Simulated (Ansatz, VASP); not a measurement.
# SrTiO3: VASP beside Ansatz

File INCAR:

```
SYSTEM = SrTiO3
PREC     = Accurate       ! precision mode
ENCUT    = 520            ! plane-wave cutoff, eV
EDIFF    = 1E-7           ! SCF threshold, eV
ISMEAR   = 0              ! smearing method
SIGMA    = 0.05           ! smearing width, eV
LREAL    = .FALSE.        ! projectors in reciprocal space
LASPH    = .TRUE.         ! aspherical terms in the spheres
NELM     = 60             ! most SCF steps
ALGO     = Normal         ! electronic algorithm
ISIF     = 2              ! what is computed and relaxed
LWAVE    = .FALSE.        ! write WAVECAR
LCHARG   = .FALSE.        ! write CHGCAR
GGA      = PE             ! functional
NBANDS   = 28             ! bands
```

Contents of KPOINTS:

```
Automatic mesh
0
G
  8 8 8
  0 0 0
```

Contents of POSCAR:

```
SrTiO3
1.0
    3.9576658974     -0.0098608369     -0.1312764845
   -0.0098608369      3.9784155759      0.1649388838
   -0.1312764845      0.1649388838      4.0850188115
Sr Ti O
1 1 3
Direct
    0.0085109303      0.0262214775     -0.0143007962
    0.5039548632      0.5077336725      0.5044455634
   -0.0153805520      0.4741103599      0.5014062908
    0.4960351667      0.0024253413      0.5161806343
    0.5068795918      0.4895091488     -0.0077316923
```

Input for Ansatz:

```yaml
crystal:
  lattice:
    - [3.9576658974, -0.0098608369, -0.1312764845]
    - [-0.0098608369, 3.9784155759, 0.1649388838]
    - [-0.1312764845, 0.1649388838, 4.0850188115]
  atoms:
    - { symbol: Sr, position: [0.0085109303, 0.0262214775, -0.0143007962] }
    - { symbol: Ti, position: [0.5039548632, 0.5077336725, 0.5044455634] }
    - { symbol: O, position: [-0.015380552, 0.4741103599, 0.5014062908] }
    - { symbol: O, position: [0.4960351667, 0.0024253413, 0.5161806343] }
    - { symbol: O, position: [0.5068795918, 0.4895091488, -0.0077316923] }
basis:
  ecutwfc: 420
kpoints:
  mp_grid: { grid: [8, 8, 8] }
hamiltonian:
  xc: pbe
scf:
  occupations: { method: gaussian, width: 0.05 }
output:
  forces: true
  stress: true
  eigenvalues: true
```

Change from the starting cell: all atoms moved at random (sigma 0.06 Å a component), cell strained at random (sigma 0.05).

Alike in both runs: task single point; functional PBE; k mesh 8 × 8 × 8; occupations gaussian, width 0.05 eV; no spin polarisation.

|  | VASP | Ansatz |
| --- | --- | --- |
| version | VASP 6.6.1 | Ansatz 0.2.0 |
| potentials or method | VASP PAW PBE potentials, release 64 (Sr_sv, Ti_sv, O) | scalar-relativistic, plane waves, PAW |
| plane-wave cutoff (eV) | 520 | 420 |
| valence electrons in the cell | 40 | 40 |

```csv
,VASP,Ansatz,Ansatz less VASP
gap on the k mesh at the Fermi level (eV),1.54,1.57,+0.026
least direct gap on the mesh (eV),1.76,1.78,+0.020
pressure (GPa),-5.5,-6.0,-0.56
largest component of the traceless stress (GPa),8.69,8.65,-0.038
rms of the force components (eV/Å),0.332,0.328,-0.0040
```

Atom by atom the forces differ by 0.016 eV/Å (rms over components).

A k mesh can miss the band edges.
